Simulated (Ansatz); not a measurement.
## Guessed and relaxed cells of Ge

Recipe of this trial structure of Ge: 6-connected net of one element (Pmmm, No. 47). Lengths were set from tabulated atomic sizes, so they are only a guess.

start.cif

```cif
data_structure
_symmetry_space_group_name_H-M 'P 1'
_symmetry_Int_Tables_number 1
_cell_length_a 2.5896
_cell_length_b 5.0229
_cell_length_c 6.8917
_cell_angle_alpha 90.000
_cell_angle_beta 90.000
_cell_angle_gamma 90.000
_cell_volume 89.64
loop_
_atom_site_label
_atom_site_type_symbol
_atom_site_fract_x
_atom_site_fract_y
_atom_site_fract_z
_atom_site_occupancy
Ge1 Ge 0.50000 0.75384 0.31611 1
Ge2 Ge 0.50000 0.24616 0.31611 1
Ge3 Ge 0.50000 0.75384 0.68389 1
Ge4 Ge 0.50000 0.24616 0.68389 1
Ge5 Ge 0.50000 0.50000 0.00000 1
```

Computed with DFT PBE, scalar-relativistic, plane waves, PAW (Ansatz 0.2.0). Cutoff 420 eV, Gaussian smearing, Γ-centred meshes. Cell and atoms relax first on a coarse mesh and then on a finer one. In between, the cell is made exact in the group found at 0.06 Å. In metals the finer mesh still leaves noise of several meV/atom or more. The steps can't lower the symmetry of their start. No spin polarisation.

end.cif

```cif
data_structure
_symmetry_space_group_name_H-M 'P 1'
_symmetry_Int_Tables_number 1
_cell_length_a 2.7294
_cell_length_b 5.6846
_cell_length_c 6.9944
_cell_angle_alpha 90.000
_cell_angle_beta 90.000
_cell_angle_gamma 90.000
_cell_volume 108.52
loop_
_atom_site_label
_atom_site_type_symbol
_atom_site_fract_x
_atom_site_fract_y
_atom_site_fract_z
_atom_site_occupancy
Ge1 Ge 0.50000 0.77064 0.31335 1
Ge2 Ge 0.50000 0.22936 0.31335 1
Ge3 Ge 0.50000 0.77064 0.68665 1
Ge4 Ge 0.50000 0.22936 0.68665 1
Ge5 Ge 0.50000 0.50000 0.00000 1
```

The symmetry stays Pmmm (No. 47). The volume per atom grows by 21.1 %, from 17.9 to 21.7 Å³. The shortest distance goes from 2.47 Å (Ge–Ge) to 2.61 Å (Ge–Ge). The energy falls by about 0.17 eV/atom (the start's value is from the coarse mesh).

```yaml
Volume_per_atom: 21.70 Å³
Density: 5.56 g/cm³
Energy_over_the_standard_state: +0.29 eV/atom
Gap_on_the_14×8×6_mesh_of_the_5-atom_cell: 0 eV (a metal)
```

Energies count from the standard state of Ge at the same level. So it is a metastable form at best.

The last run used Gaussian smearing of 0.10 eV. A structure relaxed within its symmetry needn't be a true minimum. In all, the 3 runs took 6.9 min on 1 thread of Arm Neoverse V1, with other jobs on the host. Another cell of Ge relaxed alike, in Pmma, lies 157 meV/atom lower, so this cell isn't the stable form at this level.
